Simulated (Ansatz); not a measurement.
# Pb under changes of volume

One of the cells (32.418 Å³/atom); the others are scaled copies at fixed shape and fractional positions:

```
Pb
1.0
     3.03861   -1.75032    0.00000
     3.03861    1.75032    0.00000
    -2.11546    0.00000    6.09522
Pb
2
Direct
  0.90851 0.90851 0.72629
  0.09149 0.09149 0.27371
```

This isn't the form of Pb at room conditions, which is fcc.

| Property | Result |
| --- | --- |
| Program | Ansatz 0.2.0 |
| Functional | PBEsol |
| Potentials or basis | all-electron LAPW, scalar-relativistic |
| Cutoff | 188 eV (chosen from the basis error) |
| Basis error allowed | 0.0005 eV/atom |
| k mesh | 9 × 9 × 5 |
| Occupations | fermi-dirac, width 0.05 eV |
| Spin | no spin polarisation |

```csv
volume (Å³/atom),energy over the lowest point (meV/atom),pressure (GPa),largest force (eV/Å)
30.473,1.53,0.9,0.036
31.121,0.00,-0.1,0.066
31.769,2.28,-1.0,0.102
32.418,7.94,-1.8,0.137
33.066,?,?,?
33.714,27.91,-3.1,0.198
34.363,41.59,-3.6,0.225
```

Problem. What does the run at 33.066 Å³/atom give?

Solution. Energy over the lowest point 16.59 meV/atom; pressure -2.5 GPa; largest force 0.169 eV/Å.

Worked out: A Birch-Murnaghan fit of order 3 (a polynomial in V^(-2/3)) to the other rows has its minimum at 31.05 Å³/atom with B0 = V·E''(V) = 46 GPa and B' = 4.8 at fixed shape and positions, which overstates the stiffness. It gives 16.60 meV/atom at 33.066 Å³/atom, against the run's 16.59, and -dE/dV = -2.5 GPa, against -2.5.

Energies are extrapolated to zero smearing.
